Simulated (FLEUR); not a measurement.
The system is Ta2N.

```xyz
3
Lattice="3.1129 0.0000 0.0000 -1.5564 2.6958 0.0000 0.0000 0.0000 4.8698" Properties=species:S:1:pos:R:3 pbc="T T T"
Ta    0.0000    1.7972    1.2404
Ta    1.5564    0.8986    3.6294
N     0.0000    0.0000    0.0000
```

The cell comes from a database or a generator and needn't be the stable form of this composition.

```yaml
Program: FLEUR MaX-R8.1 (patched build s14)
Task: single point
Functional: PBE
Potentials_or_basis: all-electron
Basis: FLAPW
Kmax: 4.93 1/bohr
k_mesh: 10 × 10 × 6
Occupations: fermi-dirac, width 0.05 eV
Spin: no spin polarisation
Gmax: 15.3 1/bohr
Muffin-tin_radii: Ta 2.29, N 1.42 bohr
lmax: Ta 9, N 8
Local_orbitals_a_species: Ta 4, N 3
Max_iterations: 60
Mixing_factor: 0.05
Mixer: Anderson
Mixer_history: 15
Density_convergence: 1e-05 me/bohr^3
```

On this cell: largest force 0.015 eV/Å; band gap on the k mesh none (metal or under the smearing width).

The same run follows on a disturbed copy (atoms moved at random, drawn with an rms of 0.05 Å):

```
CELL_PARAMETERS angstrom
3.11286 0.00000 0.00000
-1.55643 2.69582 0.00000
0.00000 0.00000 4.86984
ATOMIC_POSITIONS crystal
Ta 0.32460 0.65342 0.25129
Ta 0.69069 0.34223 0.74321
N 0.99834 0.00588 0.00396
```

Task: What does the disturbed cell give?

Result: The energy (extrapolated to zero smearing) moves by +10.2 meV/atom; largest force 0.767 eV/Å; band gap on the k mesh none (metal or under the smearing width).

Forces in eV/Å, atoms in the order of the input:
```
Ta  -0.051  0.365  0.326
Ta  -0.434  0.007  0.136
N    0.486 -0.372 -0.462
```
